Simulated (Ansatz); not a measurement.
Piezoelectric tensor of GaN

The calculation used DFT PBE, scalar-relativistic, plane waves, PAW in Ansatz. Settings: 420 eV plane-wave cutoff, Γ-centred 12×12×12 mesh, fixed occupations. No spin polarisation.

The cell, relaxed at this level:
```xyz
2
Lattice="0.0000 2.2743 2.2743 2.2743 0.0000 2.2743 2.2743 2.2743 0.0000" Properties=species:S:1:pos:R:3 pbc="T T T"
Ga    0.0000    0.0000    0.0000
N     3.4114    3.4114    3.4114
```

It was relaxed at this level from a Materials Project cell.

(1) Give the relaxed-ion proper piezoelectric stress tensor e_iJ (C/m², Voigt columns xx yy zz yz xz xy).

(2) With the elastic constants (GPa, Voigt order)
C11 = 253.7, C12 = 131.2, C13 = 131.2, C22 = 253.7, C23 = 131.2, C33 = 253.7, C44 = 145.3, C55 = 145.3, C66 = 145.3 GPa; the others vanish.
find the strain coefficients d = e·C⁻¹ (pC/N).

## Answers

(1)
```
x    0.000  0.000  0.000 -0.223  0.000  0.000
y    0.000  0.000  0.000  0.000 -0.223  0.000
z    0.000  0.000  0.000  0.000  0.000 -0.223
```
Signs follow the orientation of the cell as given.

(2)
```
x    0.00  0.00  0.00 -1.54  0.00  0.00
y    0.00  0.00  0.00  0.00 -1.54  0.00
z    0.00  0.00  0.00  0.00  0.00 -1.54
```
